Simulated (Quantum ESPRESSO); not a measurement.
**Al2O3 (Corundum) under changes of volume**

One of the cells (8.502 Å³/atom); the others are scaled copies at fixed shape and fractional positions:

```
Al O
1.0
     2.38025    1.37424    4.33187
    -2.38025    1.37424    4.33187
     0.00000   -2.74848    4.33187
Al O
4 6
Direct
  0.85216 0.85216 0.85216
  0.64784 0.64784 0.64784
  0.14784 0.14784 0.14784
  0.35216 0.35216 0.35216
  0.05668 0.75000 0.44332
  0.75000 0.44332 0.05668
  0.44332 0.05668 0.75000
  0.94332 0.25000 0.55668
  0.25000 0.55668 0.94332
  0.55668 0.94332 0.25000
```

| Property | Result |
| --- | --- |
| Program | Quantum ESPRESSO 7.5 |
| Functional | LDA |
| Potentials or basis | GBRV 1.5 LDA |
| Cutoff | 612 eV |
| Density cutoff | 4898 eV |
| k mesh | 7 × 7 × 7 |
| Occupations | fermi-dirac, width 0.05 eV |
| Spin | no spin polarisation |

```tsv
volume (Å³/atom)	energy over the lowest point (meV/atom)	pressure (GPa)	gap on the mesh (eV)
7.992	15.52	13.3	6.94
8.162	4.56	7.0	6.67
8.332	0.00	1.3	6.41
8.502	1.17	-3.8	6.15
8.672	?	?	?
8.842	18.62	-12.7	5.67
9.012	33.91	-16.4	5.44
```

Task: What does the run at 8.672 Å³/atom give?

Result: Energy over the lowest point 7.56 meV/atom; pressure -8.5 GPa; gap on the mesh 5.91 eV.

Worked out: A Birch-Murnaghan fit of order 3 (a polynomial in V^(-2/3)) to the other rows has its minimum at 8.38 Å³/atom with B0 = V·E''(V) = 260 GPa and B' = 4.1 at fixed shape and positions, which overstates the stiffness. It gives 7.55 meV/atom at 8.672 Å³/atom, against the run's 7.56, and -dE/dV = -8.3 GPa, against -8.5. A straight line through the other rows of the gap, of slope -12.5 eV per unit of ln V (its deformation potential), gives 5.91 eV, against the run's 5.91.

Energies are extrapolated to zero smearing.

Caveats: an odd mesh through Γ misses points on the zone boundary, where band edges often lie.
